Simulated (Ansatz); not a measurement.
## Al₃Cu: strain energy, fitted

Al₃Cu, P4/mmm, a = 2.780 Å, c = 7.603 Å. The structure is a Materials Project entry; whether it is the stable form wasn't checked. Ansatz: PBEsol, PAW, 420 eV, Γ-centred 18×18×8 mesh on 4 atoms, Gaussian smearing 0.10 eV; no spin polarisation. Series: uniaxial strain along c, with a, b and atoms relaxed; x is the strain in per cent. y is the free energy over the unstrained cell, V0 = 14.686 Å³/atom.

```
x (%) y (meV/atom)
 -3.0             ?
 -2.0          2.77
 -1.0          0.58
  0.0          0.00
  1.0          0.99
  2.0          3.85
  3.0          8.37
```

Q: Fit y = c2 x² + c3 x³ to the other rows, turn c2 into a modulus, and predict the missing energy.

A: Least squares on the rows shown. y = 0.7975 x² + 0.04802 x³. In eV per unit strain² c2 is 7.975; this is Young's modulus along the axis (E = ½ Y V0 ε²): 2 × 7.975 × 160.2 / (14.686) = 174 GPa. The unstrained cell keeps some stress along the strain, worth a slope of 0.17 meV/atom per %, which the form leaves out. With a term in x⁴ added, the coefficient of x² becomes 0.8900, 12 % more, which shows how far this figure hangs on the form. At x = -3.0 the fit asked for gives 5.88 meV/atom. The run gave 6.50 meV/atom, so the fit is 0.62 meV/atom too low, 7.4 % of the span of the series, against an rms of 0.17 meV/atom on the fitted rows. The row lies outside the fitted range. With a term in x⁴ added, a fit to the same known rows predicts 4.75 meV/atom, further off still.